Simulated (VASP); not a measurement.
Set up this calculation in VASP 6.6.1, as the native input.

```yaml
Task: single point
Functional: PBE
Potentials_or_basis: VASP PAW PBE potentials, release 64 (Zn)
Cutoff: 520 eV
k_mesh: 10 × 10 × 10
Occupations: gaussian, width 0.1 eV
Spin: no spin polarisation
Dipole_correction: no
Further_INCAR_settings: ALGO = Normal; EDIFF = 1e-07; NBANDS = 12
```

The structure of Zn lies in POSCAR:

```
Zn
1.0
    0.0000000000      1.9647760000      1.9647760000
    1.9647760000      0.0000000000      1.9647760000
    1.9647760000      1.9647760000      0.0000000000
Zn
1
Direct
    0.0000000000      0.0000000000      0.0000000000
```

This isn't the form of Zn at room conditions, which is hcp.

These files were run (other wordings do the same):

INCAR

```
  PREC = Accurate
  ENCUT = 520
  EDIFF = 1E-7
  ISMEAR = 0
  SIGMA = 0.1
  LREAL = F
  LASPH = T
  NELM = 100
  ALGO = Normal
  ISIF = 2
  LWAVE = F
  LCHARG = F
  GGA = PE
  NBANDS = 12
```

KPOINTS

```
regular mesh
0
Gamma
  10 10 10
```

Potentials or basis: VASP PAW PBE potentials, release 64 (Zn).

Command:

```bash
$ cat potpaw_PBE.64/Zn/POTCAR > POTCAR
$ mpirun -np 1 vasp_std > vasp.out
```

It gave:

The pressure is -0.1 GPa and the band gap on the k mesh is none (metal or under the smearing width).

Wall time 6.2 s on 1 thread of Intel(R) Xeon(R) Platinum 8488C (Sapphire Rapids), with other jobs on the host, peak memory 0.13 GiB.
